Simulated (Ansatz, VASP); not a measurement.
Rh in VASP and in Ansatz

File POSCAR:

```
Rh
1.0
    2.6367956413      0.0000000000      0.0000000000
   -1.3183978206      2.2835320100      0.0000000000
    0.0000000000      0.0000000000      8.6184672829
Rh
4
Direct
    0.6666666667      0.3333333333      0.7500000000
    0.0000000000      0.0000000000      0.5000000000
    0.3333333333      0.6666666667      0.2500000000
    0.0000000000      0.0000000000      0.0000000000
```

Contents of INCAR.step1:

```
ALGO = Normal
EDIFF = 1E-4
ENCUT = 520
GGA = PE
ISMEAR = -1
LASPH = T
LCHARG = F
LREAL = F
LWAVE = T
NBANDS = 38
NELM = 80
PREC = Accurate
SIGMA = 0.05
```

File INCAR.step2:

```
ALGO = Normal
EDIFF = 1E-7
ENCUT = 520
ISIF = 2
ISMEAR = -1
ISTART = 1
LASPH = T
LCHARG = T
LELF = T
LMIXTAU = T
LREAL = F
LVHAR = T
LWAVE = F
METAGGA = R2SCAN
NBANDS = 38
NELM = 80
PREC = Accurate
SIGMA = 0.05
```

KPOINTS

```
k-points
0
Gamma
  11 11 3
```

Contents of input.yaml:

```yaml
crystal:
  lattice:
    - [2.6367956413, 0.0, 0.0]
    - [-1.3183978206, 2.28353201, 0.0]
    - [0.0, 0.0, 8.6184672829]
  atoms:
    - { symbol: Rh, position: [0.6666666667, 0.3333333333, 0.75] }
    - { symbol: Rh, position: [0.0, 0.0, 0.5] }
    - { symbol: Rh, position: [0.3333333333, 0.6666666667, 0.25] }
    - { symbol: Rh, position: [0.0, 0.0, 0.0] }
hamiltonian:
  xc: r2scan
  pseudopotentials: { kind: paw }
kpoints:
  mp_grid: { grid: [11, 11, 3] }
scf:
  occupations: { method: fermi_dirac, width: 0.05 }
output:
  forces: true
  stress: true
  eigenvalues: true
  write_density: true
  write_potential: true
  elf: true
  volumetric_format: npy
```

This isn't the form of Rh at room conditions, which is fcc.

Alike in both runs: task single point; functional r2SCAN; k mesh 11 × 11 × 3; occupations fermi-dirac, width 0.05 eV; no spin polarisation.

|  | VASP | Ansatz |
| --- | --- | --- |
| version | VASP 6.6.1 | Ansatz 0.2.0 |
| potentials or method | VASP PAW PBE potentials, release 64 (Rh_pv) | Ansatz PAW |
| plane-wave cutoff (eV) | 520 | 500 |
| valence electrons in the cell | 60 | 68 |

```tsv
	VASP	Ansatz	Ansatz less VASP
gap on the k mesh at the Fermi level (eV)	none	none	-
pressure (GPa)	20.4	18.8	-1.60
largest component of the traceless stress (GPa)	1.14	1.13	-0.012
```

A gap of «none» marks a metal or a gap that the smearing closes. The functional is the same, so the differences come from potentials, cutoffs and numerics. The two sets of potentials don't hold the same shells in valence.

Caveats: so large a pressure means that the cell lies far from this level's equilibrium, or that cutoff or potentials fall short (VASP); the potentials were made for another functional, which shifts forces and pressure (VASP); the PAW data sets come from PBE, with cores solved anew for the run's functional, which leaves a small shift of forces and pressure (Ansatz).
